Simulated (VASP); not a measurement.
# Ru in VASP: relaxation of the atoms with PBE+D3(BJ)

Aim: the relaxation of the atoms of Ru with PBE+D3(BJ).

All numbers are computed with VASP 6.6.1; they aren't measurements. Logs are shortened: lines on timing, memory, paths and dates and some standing lists are left out, and cuts for length are marked.

### 1 Starting point

The cell holds a slab with vacuum, 12 atoms: a = 5.400 Å, b = 5.400 Å, c = 20.777 Å, α = 90.00°, β = 90.00°, γ = 60.00°.

The cell was built by a generator and needn't be a form met in nature.

### 2 Relaxation of the atoms, PBE+D3(BJ)

INCAR reads:

```
SYSTEM = Ru
ALGO = Fast
EDIFF = 1E-6
EDIFFG = -0.03
ENCUT = 400
GGA = PE
IBRION = 2
ISIF = 2
ISMEAR = 1
ISYM = 0
IVDW = 12
KPAR = 4
LASPH = .TRUE.
LCHARG = .FALSE.
LREAL = Auto
LWAVE = .FALSE.
NELM = 100
NSW = 120
PREC = Accurate
SIGMA = 0.1
```

KPOINTS reads:

```
k-points
0
G
  6 6 1
  0 0 0
```

POSCAR reads:

```
Ru
1.0
    5.4000000000      0.0000000000      0.0000000000
    2.7000000000      4.6765371804      0.0000000000
    0.0000000000      0.0000000000     20.7768000000
Ru
12
Selective dynamics
Direct
    0.0000000000      0.0000000000      0.1203265180  F F F
    0.5000000000      0.0000000000      0.1203265180  F F F
    0.0000000000      0.5000000000      0.1203265180  F F F
    0.5000000000      0.5000000000      0.1203265180  F F F
    0.8333333333      0.3333333333      0.2232490085  F F F
    0.3333333333      0.3333333333      0.2232490085  F F F
    0.8333333333      0.8333333333      0.2232490085  F F F
    0.3333333333      0.8333333333      0.2232490085  F F F
    0.0000000000      0.0000000000      0.3261714990  T T T
    0.5000000000      0.0000000000      0.3261714990  T T T
    0.0000000000      0.5000000000      0.3261714990  T T T
    0.5000000000      0.5000000000      0.3261714990  T T T
```

Potentials or basis: VASP PAW PBE potentials, release 64 (Ru_pv).

Run with:

```bash
$ cat potpaw_PBE.64/Ru_pv/POTCAR > POTCAR
$ mpirun -np 4 vasp_std > vasp.out
```

OUTCAR:

```text
SYSTEM = Ru
   EDIFF = 1E-6
   EDIFFG = -0.03
   ENCUT = 400
   GGA = PE
   IBRION = 2
   ISIF = 2
   ISMEAR = 1
   ISYM = 0
   IVDW = 12
   LASPH = .TRUE.
   LREAL = Auto
   NELM = 100
   NSW = 120
   PREC = Accurate
 IVDW          = 12

 ion  position               nearest neighbor table
   1  0.000  0.000  0.120-   5 2.65   8 2.65   7 2.65   3 2.70   3 2.70   4 2.70   4 2.70   2 2.70
                             2 2.70
   2  0.500  0.000  0.120-   6 2.65   7 2.65   8 2.65   4 2.70   3 2.70   4 2.70   3 2.70   1 2.70
                             1 2.70
   3  0.000  0.500  0.120-   7 2.65   6 2.65   5 2.65   1 2.70   1 2.70   2 2.70   2 2.70   4 2.70
                             4 2.70
   4  0.500  0.500  0.120-   8 2.65   5 2.65   6 2.65   2 2.70   1 2.70   2 2.70   1 2.70   3 2.70
                             3 2.70
   5  0.833  0.333  0.223-   1 2.65   9 2.65   4 2.65  12 2.65  11 2.65   3 2.65   7 2.70   7 2.70
                             8 2.70   8 2.70   6 2.70   6 2.70
   6  0.333  0.333  0.223-   2 2.65  10 2.65   3 2.65  11 2.65   4 2.65  12 2.65   8 2.70   7 2.70
                             8 2.70   7 2.70   5 2.70   5 2.70
   7  0.833  0.833  0.223-   3 2.65  11 2.65  10 2.65   2 2.65   1 2.65   9 2.65   5 2.70   5 2.70
                             6 2.70   6 2.70   8 2.70   8 2.70
   8  0.333  0.833  0.223-   4 2.65  12 2.65   9 2.65   1 2.65  10 2.65   2 2.65   6 2.70   5 2.70
                             6 2.70   5 2.70   7 2.70   7 2.70
   9  0.000  0.000  0.326-   5 2.65   8 2.65   7 2.65  11 2.70  11 2.70  12 2.70  12 2.70  10 2.70
                            10 2.70
  10  0.500  0.000  0.326-   6 2.65   7 2.65   8 2.65  12 2.70  11 2.70  12 2.70  11 2.70   9 2.70
                             9 2.70
  11  0.000  0.500  0.326-   7 2.65   6 2.65   5 2.65   9 2.70   9 2.70  10 2.70  10 2.70  12 2.70
                            12 2.70
  12  0.500  0.500  0.326-   8 2.65   5 2.65   6 2.65  10 2.70   9 2.70  10 2.70   9 2.70  11 2.70
                            11 2.70

IMPORTANT INFORMATION: All symmetrisations will be switched off!
NOSYMM: (Re-)initialisation of all symmetry stuff for point group C_1.

----------------------------------------------------------------------------------------

                                     Primitive cell

  volume of cell :     524.6828

  direct lattice vectors                    reciprocal lattice vectors
     5.400000000  0.000000000  0.000000000     0.185185185 -0.106916717  0.000000000
     2.700000000  4.676537180  0.000000000     0.000000000  0.213833433  0.000000000
     0.000000000  0.000000000 20.776800000     0.000000000  0.000000000  0.048130607

  length of vectors
     5.400000000  5.400000000 20.776800000     0.213833433  0.213833433  0.048130607

  position of ions in fractional coordinates (direct lattice)
     0.000000000  0.000000000  0.120326518
     0.500000000  0.000000000  0.120326518
     0.000000000  0.500000000  0.120326518
     0.500000000  0.500000000  0.120326518
     0.833333333  0.333333333  0.223249008
     0.333333333  0.333333333  0.223249008
     0.833333333  0.833333333  0.223249008
     0.333333333  0.833333333  0.223249008
     0.000000000  0.000000000  0.326171499
     0.500000000  0.000000000  0.326171499
     0.000000000  0.500000000  0.326171499
     0.500000000  0.500000000  0.326171499

  ion indices of the primitive-cell ions
   primitive index   ion index
                 1           1
                 2           2
                 3           3
                 4           4
                 5           5
                 6           6
                 7           7
                 8           8
                 9           9
                10          10
                11          11
                12          12

----------------------------------------------------------------------------------------

 KPOINTS: k-points

Automatic generation of k-mesh.
 Grid dimensions read from file:
 generate k-points for:    6    6    1

 Generating k-lattice:

  Cartesian coordinates                     Fractional coordinates (reciprocal lattice)
     0.030864198 -0.017819453  0.000000000     0.166666667  0.000000000  0.000000000
     0.000000000  0.035638906  0.000000000     0.000000000  0.166666667  0.000000000
     0.000000000  0.000000000  0.048130607     0.000000000  0.000000000  1.000000000

  Length of vectors
     0.035638906  0.035638906  0.048130607

  Shift w.r.t. Gamma in fractional coordinates (k-lattice)
     0.000000000  0.000000000  0.000000000

 Subroutine IBZKPT returns following result:
 ===========================================

 Found     20 irreducible k-points:

 Following reciprocal coordinates:
            Coordinates               Weight
  0.000000  0.000000  0.000000      1.000000
  0.166667  0.000000  0.000000      2.000000
  0.166667  0.166667  0.000000      2.000000
  0.000000  0.166667  0.000000      2.000000
  0.333333  0.000000  0.000000      2.000000
  0.333333  0.333333  0.000000      2.000000
[... 12 lines left out ...]
  0.500000 -0.333333  0.000000      2.000000
 -0.333333  0.333333  0.000000      2.000000
   k-points           NKPTS =     20   k-points in BZ     NKDIM =     20   number of bands    NBANDS=    100
   number of dos      NEDOS =    301   number of ions     NIONS =     12
   total plane-waves  NPLWV = 181440
   dimension x,y,z NGX =    36 NGY =   36 NGZ =  140
   dimension x,y,z NGXF=    72 NGYF=   72 NGZF=  280
   ions per type =              12
   NGX,Y,Z   is equivalent  to a cutoff of  11.08, 11.08, 11.20 a.u.
   NGXF,Y,Z  is equivalent  to a cutoff of  22.17, 22.17, 22.40 a.u.
 SYSTEM =  Ru
   PREC   = accura    normal or accurate (medium, high low for compatibility)
   ISTART =      0    job   : 0-new  1-cont  2-samecut
   ICHARG =      2    charge: 1-file 2-atom 10-const
   ISPIN  =      1    spin polarized calculation?
   LNONCOLLINEAR =      F non collinear calculations
   LSORBIT =      F    spin-orbit coupling
   LASPH  =      T    aspherical Exc in radial PAW
   ENCUT  =  400.0 eV  29.40 Ry    5.42 a.u.   8.81  8.81 33.88*2*pi/ulx,y,z
   NELM   =    100;   NELMIN=  2; NELMDL= -5     # of ELM steps
   EDIFF  = 0.1E-05   stopping-criterion for ELM
   LREAL  =      T    real-space projection
   EDIFFG = -.3E-01   stopping-criterion for IOM
   NSW    =    120    number of steps for IOM
   IBRION =      2    ionic relax: 0-MD 1-quasi-New 2-CG
   NFREE  =      1    steps in history (QN), initial steepest desc. (CG)
   ISIF   =      2    stress and relaxation
   ISYM   =      0    0-nonsym 1-usesym 2-fastsym
   POTIM  = 0.5000    time-step for ionic-motion
   TEBEG  =    0.0;   TEEND  =   0.0 temperature during run
   PSTRESS=    0.0 pullay stress
   NELECT =     168.0000    total number of electrons
   NUPDOWN=      -1.0000    fix difference up-down
   EMIN   =  10.00;   EMAX   =-10.00  energy-range for DOS
   EFERMI =   0.00;   METHOD = LEGACY
   ISMEAR =     1;   SIGMA  =   0.10  broadening in eV -4-tet -1-fermi 0-gaus
   EFERMI_NEDOS =   21; number of points for ismear=-14 and -15
   IALGO  =     68    algorithm
   IMIX   =      4    mixing-type and parameters
     AMIX     =   0.40;   BMIX     =  1.00
     AMIX_MAG =   1.60;   BMIX_MAG =  1.00
  volume/ion in A,a.u.               =      43.72       295.06
  Fermi-wavevector in a.u.,A,eV,Ry     =   1.119985  2.116465 17.066700  1.254367
  Thomas-Fermi vector in A             =   2.256628
   LORBIT       =      0    0 simple, 1 ext, 2 COOP (PROOUT), +10 PAW based schemes
   GGA     = PE    functional components
   LHFCALC =     F    Hartree Fock is set to
   AEXX    =    0.0000 exact exchange contribution
   IVDW    =    12    specifies the selected vdW correction
   LEPSILON=     F    determine dielectric tensor
   LRPA    =     F    only Hartree local field effects (RPA)
 conjugate gradient relaxation of ions
 non-spin polarized calculation
 RMM-DIIS sequential band-by-band and
 Methfessel and Paxton  Order N= 1 SIGMA  =   0.10
  energy-cutoff  :      400.00
  volume of cell :      524.68
 maximum number of plane-waves:      9555
   NGX = 17   NGY = 17   NGZ = 67

--------------------------------------- Ionic step        1  -------------------------------------------

 number of electron     168.0000014 magnetization

 Free energy of the ion-electron system (eV)
  ---------------------------------------------------
  ext. energy  EPLUGINS =         0.00000000
  ---------------------------------------------------
  free energy    TOTEN  =      -102.71832663 eV

  energy without entropy =     -102.73487825  energy(sigma->0) =     -102.72384384

------------------------ aborting loop because EDIFF is reached ----------------------------------------

 Edisp (eV)   -4.86697

 E8    (eV) :    -2.3265

  FORCE on cell =-STRESS in cart. coord.  units (eV):
  Direction    XX          YY          ZZ          XY          YZ          ZX
  --------------------------------------------------------------------------------------
  -------------------------------------------------------------------------------------
  Total     -15.24496   -15.24510   -16.16710     0.00012    -0.00000    -0.00000
  in kB     -46.55217   -46.55262   -49.36805     0.00038    -0.00001    -0.00001
  external pressure =      -47.49 kB  Pullay stress =        0.00 kB
[... 81 lines left out ...]
  energy  without entropy=     -107.7111768145  energy(sigma->0) =     -107.70159378

--------------------------------------- Ionic step        3  -------------------------------------------

 number of electron     168.0000009 magnetization

 Free energy of the ion-electron system (eV)
  ---------------------------------------------------
  ext. energy  EPLUGINS =         0.00000000
  ---------------------------------------------------
  free energy    TOTEN  =      -102.81626170 eV

  energy without entropy =     -102.82904771  energy(sigma->0) =     -102.82052370

 E-fermi :   0.6817     XC(G=0):  -5.3319

 val. band max:        0.6415570042   @ k =   0.1667   0.1667   0.0000
 cond. band min:       0.7176907344   @ k =  -0.3333   0.3333   0.0000
 fundamental gap:      0.0761337302
 Fermi energy:         0.6816635514

 k-point     1 :       0.0000    0.0000    0.0000
  band No.  band energies     occupation
      1     -43.2260      2.00000
      2     -43.2259      2.00000
      3     -43.2259      2.00000
      4     -43.0931      2.00000
      5     -42.9383      2.00000
      6     -42.9383      2.00000
[... 1969 lines left out ...]
     95       1.2278     -0.00000
     96       1.5379     -0.00000
 [bands above 96 left out]

------------------------ aborting loop because EDIFF is reached ----------------------------------------

 Edisp (eV)   -4.91140

 E8    (eV) :    -2.3498

  FORCE on cell =-STRESS in cart. coord.  units (eV):
  Direction    XX          YY          ZZ          XY          YZ          ZX
  --------------------------------------------------------------------------------------
  -------------------------------------------------------------------------------------
  Total     -13.30534   -13.30546    -7.34165     0.00014    -0.00002    -0.00001
  in kB     -40.62934   -40.62969   -22.41854     0.00042    -0.00006    -0.00003
  external pressure =      -34.56 kB  Pullay stress =        0.00 kB
[... 27 lines left out ...]
  FREE ENERGIE OF THE ION-ELECTRON SYSTEM (eV)
  ---------------------------------------------------
  free  energy   TOTEN  =      -107.7276620809 eV

  energy  without entropy=     -107.7404480902  energy(sigma->0) =     -107.73192408

 reached required accuracy - stopping structural energy minimisation
```

Run time: 15 min. Hardware: 4 MPI ranks of Intel Xeon Platinum 8375C at 2.90GHz (Ice Lake), shared host; peak memory 0.75 GiB.

What came out:

* Free energy: -107.7277 eV
* Energy gained by relaxing: 11.9 meV/atom
* Ionic steps: 3
* Band gap on the k mesh: none (metal or under the smearing width)
* Dispersion energy per atom: -0.409 eV

Step by step:
```tsv
step	energy change (eV)	largest force (eV/Å)	pressure (GPa)
1	0.0000	0.8756	-4.75
2	-0.1115	0.7933	-4.08
3	-0.1424	0.7240	-3.46
```

Final structure:
```xyz
12
Lattice="5.4000 0.0000 0.0000 2.7000 4.6765 0.0000 0.0000 0.0000 20.7768" Properties=species:S:1:pos:R:3 pbc="T T T"
Ru    0.0000    0.0000    2.5000
Ru    2.7000    0.0000    2.5000
Ru    1.3500    2.3383    2.5000
Ru    4.0500    2.3383    2.5000
Ru    5.4000    1.5588    4.6384
Ru    2.7000    1.5588    4.6384
Ru    6.7500    3.8971    4.6384
Ru    4.0500    3.8971    4.6384
Ru    2.7000    4.6765    6.6993
Ru    2.7000    0.0000    6.6993
Ru    1.3500    2.3383    6.6993
Ru    4.0500    2.3383    6.6993
```

Levels at points of the mesh, in eV from the Fermi level:
```csv
k point,band 80,band 81,band 82,band 83,band 84,band 85,band 86,band 87,band 88,band 89
"(0.00, 0.00, 0.00)",-0.17,0.40,0.40,0.40,0.52,0.52,1.03,1.04,1.04,1.08
"(0.50, 0.00, 0.00)",-1.38,-0.83,-0.83,-0.42,-0.42,-0.29,-0.29,-0.15,-0.15,0.26
"(0.50, 0.50, 0.00)",-1.38,-0.83,-0.83,-0.42,-0.42,-0.29,-0.29,-0.15,-0.15,0.26
"(0.00, 0.50, 0.00)",-1.38,-0.83,-0.83,-0.42,-0.42,-0.29,-0.29,-0.15,-0.15,0.26
```
